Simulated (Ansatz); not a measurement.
# TiO2: the cost of one run

Program: Ansatz 0.2.0. Level of theory: DFT PBE+D3(BJ), scalar-relativistic, plane waves, PAW. These are calculated values, not measurements.

3 further runs of the same task are left out: 1 for a known fault of the program, 2 set aside as unsound or not needed.

## Step 1: The starting structure

It takes space group R-3m (No. 166, trigonal). Conventional cell: a = 2.972 Å, b = 2.972 Å, c = 14.608 Å, α = 90.00°, β = 90.00°, γ = 120.00°. Ti (site symmetry -3m) is surrounded by 6 O at 1.97 Å. O (site symmetry 3m) has 3 Ti at 1.97 Å as nearest neighbours.

Coordinates:

```xyz
3
Lattice="1.4862 0.8581 4.8693 -1.4862 0.8581 4.8693 0.0000 -1.7161 4.8693" Properties=species:S:1:pos:R:3 pbc="T T T"
Ti    0.0000    0.0000    0.0000
O     0.0000    0.0000    8.7707
O     0.0000    0.0000    5.8371
```

It goes back to an entry of the Materials Project, which need not be the stable form.

This cell was relaxed beforehand with the same method: volume 12.42 Å³/atom, gap on the mesh 2.46 eV.

## Step 2: The scan

Gamma surface: rigid slide across a plane, one fault a cell; the plane is (1 0 1) of the conventional cell, and the faces at the cut hold Ti and O.

First coordinate, slide along a1: 6 values from 0.000 to 0.833, periodic. Second coordinate, slide along a2: 6 values from 0.000 to 0.833, periodic.

Nothing else is relaxed (rigid halves, spacing across the cut fixed). Energies count from the perfect crystal. Points are written as (first, second).

The two vectors of the plane (Å): (1.486, -2.574, 0.000); (1.486, -0.858, -4.869).

## Step 3: Grid point (1/6, 0/6) of the map's two axes

Contents of input.yaml:

```yaml
crystal:
  lattice:
    - [1.4862023626, -2.5741780023, 0.0]
    - [1.4862023626, -0.8580593341, -4.8692577686]
    - [9.1649145693, 4.7193263377, 0.0]
  atoms:
    - { symbol: Ti, position: [-0.1583416667, 0.0, 0.95005] }
    - { symbol: Ti, position: [0.4666583333, 0.0, 0.20005] }
    - { symbol: Ti, position: [-0.0750083333, 0.0, 0.45005] }
    - { symbol: Ti, position: [0.383325, 0.0, 0.70005] }
    - { symbol: O, position: [0.8839287469, 0.1987580063, 0.1001534995] }
    - { symbol: O, position: [0.3422620803, 0.1987580063, 0.3501534995] }
    - { symbol: O, position: [0.8005954136, 0.1987580063, 0.6001534995] }
    - { symbol: O, position: [0.2589287469, 0.1987580063, 0.8501534995] }
    - { symbol: O, position: [0.5910545864, 0.8012419937, 0.0499465005] }
    - { symbol: O, position: [0.0493879197, 0.8012419937, 0.2999465005] }
    - { symbol: O, position: [0.5077212531, 0.8012419937, 0.5499465005] }
    - { symbol: O, position: [-0.0339454136, 0.8012419937, 0.7999465005] }
basis:
  ecutwfc: 520.0
kpoints:
  mp_grid: { grid: [9, 6, 3] }
hamiltonian:
  xc: pbe
  pseudopotentials: { kind: paw, azcp: { folder: soft_1 } }
  dispersion: d3bj
scf:
  occupations: { method: gaussian, width: 0.05 }
output:
  forces: true
  stress: true
  eigenvalues: true
```

The run is started by

```
ansatz run input.yaml --threads 2 --pin off --max-ram 4096MiB --backend cpu --events-out ev --progress --plain --runs-dir out
```

What time and memory should one allow on 2 threads of Arm Neoverse N1, shared host?

About 1.8 min, with a peak of 0.9 GiB.
